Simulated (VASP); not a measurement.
Here is a VASP 6.6.1 calculation.

Contents of run.py:

```python
from ase.calculators.vasp import Vasp
from ase.dft.bandgap import bandgap
from ase.io import read

atoms = read('KF.xyz')
calc = Vasp(
    directory='calc',
    xc='pbe',
    pp='PBE',
    setups='minimal',
    prec='Accurate',
    encut=500,
    ediff=1e-06,
    ismear=0,
    sigma=0.02,
    lreal=False,
    lasph=True,
    nelm=80,
    algo='Normal',
    isif=2,
    lwave=False,
    lcharg=False,
    kpts=[9, 9, 9],
    gamma=True,
    nbands=14,
)
atoms.calc = calc

print('energy (eV):', atoms.get_potential_energy())
print('free energy (eV):', atoms.get_potential_energy(force_consistent=True))
print('forces (eV/A):')
print(atoms.get_forces())
print('stress (eV/A^3, Voigt):', atoms.get_stress())
print('Fermi level (eV):', calc.get_fermi_level())
gap, top, bottom = bandgap(calc)
print('band gap (eV):', gap, 'from (spin, k, band)', top, 'to', bottom)
```

The input KF.xyz:

```xyz
2
Lattice="0.0000000000 2.6718500000 2.6718500000 2.6718500000 0.0000000000 2.6718500000 2.6718500000 2.6718500000 0.0000000000" Properties=species:S:1:pos:R:3 pbc="T T T"
K      0.0000000000      0.0000000000      0.0000000000
F      2.6718500000      2.6718500000      2.6718500000
```

Potentials or basis: VASP PAW PBE potentials, release 64 (K_pv, F).

The run is started by

```sh
$ python run.py
```

Question: What does it give for the band gap on the k mesh?

Answer: 6.14 eV, direct.

Question: What does it give for the pressure?

Answer: 2.3 GPa.

Caveat: an odd mesh through Γ misses points on the zone boundary, where band edges often lie.
